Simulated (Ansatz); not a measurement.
## CoO: course of a relaxation

These are results of Ansatz, DFT PBE+U, scalar-relativistic, plane waves, PAW, not measurements. Settings: 420 eV cutoff, 12×12×6 k-mesh, Gaussian smearing of 0.02 eV, collinear spin, U_eff Co 3.32 eV on d shells.

What was changed: relaxed at 50 GPa.

With moments and this functional the run may sit in a state above the lowest one.

Other phases may be more stable at this pressure.

Command:

```bash
ansatz run input.yaml --threads 1 --pin off --max-ram 2560MiB --backend cpu --events-out ev --progress --plain --runs-dir out
```

Input:

```yaml
crystal:
  lattice:
    - [3.0245388976, 0.0, 0.0]
    - [-1.5122694488, 2.61932752, 0.0]
    - [0.0, 0.0, 4.9873508022]
  atoms:
    - { symbol: Co, position: [0.0, 0.0, 0.0038700048], spin: -2.54 }
    - { symbol: Co, position: [0.3333333333, 0.6666666667, 0.5038699779], spin: 2.54 }
    - { symbol: O, position: [0.0, 0.0, 0.3711304957], spin: 0.12 }
    - { symbol: O, position: [0.3333333333, 0.6666666667, 0.8711305216], spin: -0.12 }
basis:
  ecutwfc: 420
kpoints:
  mp_grid: { grid: [12, 12, 6] }
hamiltonian:
  xc: pbe
  hubbard: { sites: [{ species: Co, l: d, u_eff: 3.32 }] }
scf:
  occupations: { method: gaussian, width: 0.02 }
output:
  forces: true
  stress: true
  eigenvalues: true
  populations: true
magnetization:
  spin_polarized: true
relax:
  adjacent_minimum: "off"
  f_tol: 0.008
  max_steps: 50
  cell: { stress_tol: 0.08, p_target: 50.0 }
```

F is the free energy. Steps run on the plane waves of an earlier cell, but the last one, and at times one on the way, on a freshly chosen basis, so a repeated geometry can differ a little in energy. The relaxation lowers the enthalpy F + PV at the target pressure, so F itself can rise.

Steps:

```
step F − F(1) (eV) largest force component (eV/Å) V (Å³/atom) P (GPa)
   1         0.0000                           0.113        9.878    45.91
   2         0.0999                           0.146        9.789    48.55
   3         0.2062                           0.157        9.697    51.07
   4         0.2067                           0.063        9.689    50.01
   5         0.2545                           0.027        9.648    50.22
   6         0.2591                           0.002        9.644    49.98
   7         0.2592                           0.002        9.644    49.98
   8         0.2970                           0.006        9.612    49.99
   9         0.2973                           0.006        9.612    49.97
  10         0.3056                           0.001        9.605    49.99
  11         0.3058                           0.001        9.605    49.98
```

Relaxed structure:

```
CELL_PARAMETERS angstrom
2.91042 0.00000 0.00000
-1.45521 2.52050 0.00000
0.00000 0.00000 5.23760
ATOMIC_POSITIONS crystal
Co 0.00000 0.00000 0.01519
Co 0.33333 0.66667 0.51519
O 0.00000 0.00000 0.35981
O 0.33333 0.66667 0.85981
```

Symmetry: P6_3mc, No. 186, hexagonal system. Conventional cell: a = 2.910 Å, b = 2.910 Å, c = 5.238 Å, α = 90.00°, β = 90.00°, γ = 120.00°. Co (site symmetry 3m) is surrounded by 4 O at 1.81 to 1.87 Å. O (site symmetry 3m) has 4 Co at 1.81 to 1.87 Å as nearest neighbours.

The run converged. The run took 2.9 min on 1 thread of Intel(R) Xeon(R) 6975P-C (Granite Rapids), on a shared host, peak memory 0.63 GiB.